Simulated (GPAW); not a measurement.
# Si: equation of state with PBEsol

The system is Si.

```xyz
2
Lattice="0.0000 2.7219 2.7219 2.7219 0.0000 2.7219 2.7219 2.7219 0.0000" Properties=species:S:1:pos:R:3 pbc="T T T"
Si    2.7219    2.7219    2.7219
Si    4.0828    4.0828    4.0828
```

- Program: GPAW 26.7.0
- Task: equation of state
- Functional: PBEsol
- Potentials or basis: PAW data sets generated in the run's folder for this functional
- Cutoff: 600 eV
- Basis: pw
- k mesh: 8 × 8 × 8
- Occupations: fermi-dirac, width 0.05 eV
- Spin: no spin polarisation
- Maxiter: 150
- Eos scales: [0.94, 0.96, 0.98, 1.0, 1.02, 1.04, 1.06]

The equilibrium volume is 20.11 Å³/atom, the bulk modulus is 94 GPa and the pressure derivative of the bulk modulus is 4.3.

Energy against volume, from the lowest point:
| volume (Å³/atom) | energy (meV/atom) |
| --- | --- |
| 18.955 | 21.43 |
| 19.358 | 8.71 |
| 19.761 | 1.76 |
| 20.165 | 0.00 |
| 20.568 | 2.91 |
| 20.971 | 10.03 |
| 21.375 | 20.92 |

It took 47 s on 1 thread of Intel(R) Xeon(R) Platinum 8375C CPU @ 2.90GHz (Ice Lake), on a shared host, peak memory 0.23 GiB.
